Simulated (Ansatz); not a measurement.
Set up this calculation in Ansatz 0.2.0, as the native input.

* Task: band structure
* Functional: r2SCAN
* Potentials or basis: Ansatz PAW
* Cutoff: 500 eV (not typed: the program's choice for these potentials)
* k mesh: 5 × 5 × 6
* Occupations: fermi-dirac, width 0.05 eV
* Spin: no spin polarisation
* Hubbard terms: Hf d U = 3.5 eV
* Path: [["G", "X", "S", "Y", "G", "Z", "U", "R", "T", "Z"], ["Y", "T"], ["U", "X"], ["S", "R"]]
* Points for each segment of the path: 10
* Hubbard projectors: ortho-atomic (the default)
* Double counting: fll (the default)

The system is HfO2.

```
Hf O
1.0
     5.08032    0.00000    0.00000
     0.00000    5.16487    0.00000
     0.00000    0.00000    4.89088
Hf O
4 8
Direct
  0.22259 0.78180 0.27207
  0.72259 0.71820 0.72793
  0.77741 0.21820 0.27207
  0.27741 0.28180 0.72793
  0.18682 0.16365 0.10453
  0.68682 0.33635 0.89547
  0.81318 0.83635 0.10453
  0.31318 0.66365 0.89547
  0.00000 0.50000 0.48905
  0.50000 0.00000 0.51095
  0.00000 0.00000 0.57562
  0.50000 0.50000 0.42438
```

The cell comes from a database or a generator and needn't be the stable form of this composition.

The input as run:

input.yaml

```yaml
crystal:
  lattice:
    - [5.0803194, 0.0, 0.0]
    - [0.0, 5.16486745, 0.0]
    - [0.0, 0.0, 4.89088365]
  atoms:
    - { symbol: Hf, position: [0.22259082, 0.78179958, 0.27206794] }
    - { symbol: Hf, position: [0.72259082, 0.71820042, 0.72793206] }
    - { symbol: Hf, position: [0.77740918, 0.21820042, 0.27206794] }
    - { symbol: Hf, position: [0.27740918, 0.28179958, 0.72793206] }
    - { symbol: O, position: [0.18681532, 0.16364878, 0.10453462] }
    - { symbol: O, position: [0.68681532, 0.33635122, 0.89546538] }
    - { symbol: O, position: [0.81318468, 0.83635122, 0.10453462] }
    - { symbol: O, position: [0.31318468, 0.66364878, 0.89546538] }
    - { symbol: O, position: [0.0, 0.5, 0.48905445] }
    - { symbol: O, position: [0.5, 0.0, 0.51094555] }
    - { symbol: O, position: [0.0, 0.0, 0.57562499] }
    - { symbol: O, position: [0.5, 0.5, 0.42437501] }
hamiltonian:
  xc: r2scan
  pseudopotentials: { kind: paw }
  hubbard: { sites: [{ species: Hf, l: d, u_eff: 3.5 }] }
kpoints:
  mp_grid: { grid: [5, 5, 6] }
  band_path:
    path:
      - [[0.0, 0.0, 0.0], [0.0, 0.0, 0.5], [0.5, 0.0, 0.5], [0.5, 0.0, 0.0], [0.0, 0.0, 0.0], [0.0, 0.5, 0.0], [0.0, 0.5, 0.5], [0.5, 0.5, 0.5], [0.5, 0.5, 0.0], [0.0, 0.5, 0.0]]
      - [[0.5, 0.0, 0.0], [0.5, 0.5, 0.0]]
      - [[0.0, 0.5, 0.5], [0.0, 0.0, 0.5]]
      - [[0.5, 0.0, 0.5], [0.5, 0.5, 0.5]]
    npoints: 10
scf:
  occupations: { method: fermi_dirac, width: 0.05 }
  n_extra_bands: 30
output:
  forces: true
  stress: true
  eigenvalues: true
  fatbands: false
```

Potentials or basis: Ansatz PAW.

Command:

```bash
$ ansatz run input.yaml --threads 4 --pin off --max-ram 11264MiB --backend cpu --events-out ev --progress --plain --runs-dir out
```

It gave:

The pressure is 9.4 GPa. The largest force is 0.332 eV/Å and the band gap on the k mesh is 4.93 eV, indirect (least direct gap 5.03 eV). The band gap along the path is 4.93 eV, indirect (least direct gap 5.03 eV).

Caveat: spin-orbit coupling is left out, which moves the levels of the heavy elements; the PAW data sets come from PBE, with cores solved anew for the run's functional, which leaves a small shift of forces and pressure.

Wall time 100 s on 4 threads of Arm Neoverse V1, on a shared host, peak memory 2.4 GiB.
